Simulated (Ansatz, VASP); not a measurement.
# H: VASP beside Ansatz

Contents of POSCAR:

```
H
1.0
    2.6778399141     -2.5902636506      0.0000000000
    2.6778399141      2.5902636506      0.0000000000
    0.0000000000      0.0000000000      4.1515098541
H
4
Direct
    0.9407970856      0.0592029144      0.0499905404
    0.4407970856      0.5592029144      0.4500094596
    0.5592029144      0.4407970856      0.5499905404
    0.0592029144      0.9407970856      0.9500094596
```

Contents of INCAR.step1:

```
  PREC = Accurate
  ENCUT = 520
  ISMEAR = 0
  SIGMA = 0.02
  LREAL = F
  LASPH = T
  NELM = 100
  NBANDS = 10
  GGA = PE
  ALGO = Normal
  EDIFF = 1E-4
  LWAVE = T
  LCHARG = F
```

Contents of INCAR.step2:

```
  PREC = Accurate
  ENCUT = 520
  EDIFF = 1E-6
  ISMEAR = 0
  SIGMA = 0.02
  LREAL = F
  LASPH = T
  NELM = 100
  ALGO = Normal
  ISIF = 2
  LWAVE = F
  LCHARG = T
  METAGGA = R2SCAN
  LMIXTAU = T
  LELF = T
  LVHAR = T
  NBANDS = 10
  ISTART = 1
```

Contents of KPOINTS:

```
Automatic mesh
0
Gamma
  6 6 6
```

Input for Ansatz:

```yaml
crystal:
  lattice:
    - [2.6778399141, -2.5902636506, 0.0]
    - [2.6778399141, 2.5902636506, 0.0]
    - [0.0, 0.0, 4.1515098541]
  atoms:
    - { symbol: H, position: [0.9407970856, 0.0592029144, 0.0499905404] }
    - { symbol: H, position: [0.4407970856, 0.5592029144, 0.4500094596] }
    - { symbol: H, position: [0.5592029144, 0.4407970856, 0.5499905404] }
    - { symbol: H, position: [0.0592029144, 0.9407970856, 0.9500094596] }
basis:
  ecutwfc: 500
kpoints:
  mp_grid: { grid: [6, 6, 6] }
hamiltonian:
  xc: r2scan
scf:
  occupations: { method: gaussian, width: 0.02 }
output:
  forces: true
  stress: true
  eigenvalues: true
```

Alike in both runs: task single point; functional r2SCAN; k mesh 6 × 6 × 6; occupations gaussian, width 0.02 eV; no spin polarisation.

```csv
,VASP,Ansatz
version,VASP 6.6.1,Ansatz 0.2.0
potentials or method,"VASP PAW PBE potentials, release 64 (H)","scalar-relativistic, plane waves, PAW"
plane-wave cutoff (eV),520,500
valence electrons in the cell,4,4
```

Ansatz gave:

* gap on the k mesh at the Fermi level (eV): 10.07
* least direct gap on the mesh (eV): 10.41
* pressure (GPa): 0.1
* largest component of the traceless stress (GPa): 0.09
* rms of the force components (eV/Å): 0.029

**Question.** What did VASP give for the same quantities?

**Answer.** gap on the k mesh at the Fermi level (eV): 10.09; least direct gap on the mesh (eV): 10.42; pressure (GPa): -0.1; largest component of the traceless stress (GPa): 0.08; rms of the force components (eV/Å): 0.032.

Atom by atom the forces differ by 0.003 eV/Å (rms over components).

Caveats: the PAW data sets were made with another functional, which shifts forces and pressure a little (VASP). A k mesh can miss the band edges.
